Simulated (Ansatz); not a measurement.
**Sb: relaxation of cell and atoms with LDA**

Sb:

```
Sb
1.0
     3.12240    0.00000    0.00000
     0.00000    4.34752    0.00000
    -0.03891    0.00000    4.40585
Sb
2
Direct
  0.01139 0.25000 0.24117
  0.98861 0.75000 0.75883
```

This isn't the form of Sb at room conditions, which is rhombohedral.

- Program: Ansatz 0.2.0
- Task: relaxation of cell and atoms
- Functional: LDA
- Potentials or basis: Ansatz PAW
- Cutoff: 420 eV (not typed: the program's choice for these potentials)
- k mesh: 9 × 6 × 6
- Occupations: fermi-dirac, width 0.05 eV
- Spin: no spin polarisation

* Relaxed volume: 28.05 Å³/atom
* Relaxed cell: a = 3.053 Å, b = 4.283 Å, c = 4.291 Å, α = 90.00°, β = 90.01°, γ = 90.00°
* Space group after relaxing (to 0.05 Å): Pm-3m (No. 221)
* Energy gained by relaxing: 21.9 meV/atom
* Ionic steps: 11
* Pressure after relaxing: 0.0 GPa
* Band gap on the k mesh: none (metal or under the smearing width)

Step by step:
| step | energy change (eV) | largest force (eV/Å) | volume (Å³) |
| --- | --- | --- | --- |
| 1 | 0.0000 | 0.0374 | 59.81 |
| 2 | -0.0259 | 0.1318 | 54.27 |
| 3 | -0.0423 | 0.0621 | 56.48 |
| 4 | -0.0441 | 0.0186 | 56.29 |
| 5 | -0.0444 | 0.0080 | 56.12 |
| 6 | -0.0446 | 0.0030 | 56.15 |
| 7 | -0.0447 | 0.0012 | 56.14 |
| 8 | -0.0447 | 0.0029 | 56.12 |
| 9 | -0.0448 | 0.0008 | 56.13 |
| 10 | -0.0448 | 0.0011 | 56.11 |
| 11 | -0.0439 | 0.0011 | 56.11 |

Final structure:
```
Sb
1.0
     3.05331    0.00000    0.01329
     0.00000    4.28292    0.00000
    -0.01930    0.00000    4.29060
Sb
2
Cartesian
  -0.0060 1.0707 1.0726
  3.0400 3.2122 3.2313
```

Levels at points of the mesh, in eV from the Fermi level:
| k point | band 11 | band 12 | band 13 | band 14 | band 15 | band 16 | band 17 | band 18 | band 19 |
| --- | --- | --- | --- | --- | --- | --- | --- | --- | --- |
| (0.00, 0.00, 0.00) | -13.06 | -7.56 | -3.92 | -3.90 | 1.89 | 3.10 | 3.31 | 3.32 | 7.12 |
| (0.00, 0.00, -0.50) | -11.17 | -11.16 | -1.58 | -1.58 | -1.06 | -1.06 | 4.91 | 4.91 | 8.20 |
| (0.00, -0.50, 0.00) | -11.16 | -11.16 | -1.60 | -1.60 | -1.08 | -1.08 | 4.91 | 4.91 | 8.24 |
| (0.00, -0.50, -0.50) | -10.38 | -10.38 | -6.12 | -6.12 | 5.30 | 5.30 | 5.52 | 5.52 | 9.71 |

Run time: 42 s on 2 threads of Arm Neoverse V2, on a shared host, peak memory 0.38 GiB.

Caveat: the plane-wave basis is chosen anew once the cell has moved, so the energies of steps on either side of that aren't comparable; the PAW data sets come from PBE, with cores solved anew for the run's functional, which leaves a small shift of forces and pressure. Spin-orbit coupling is left out, which matters for the levels of Sb.
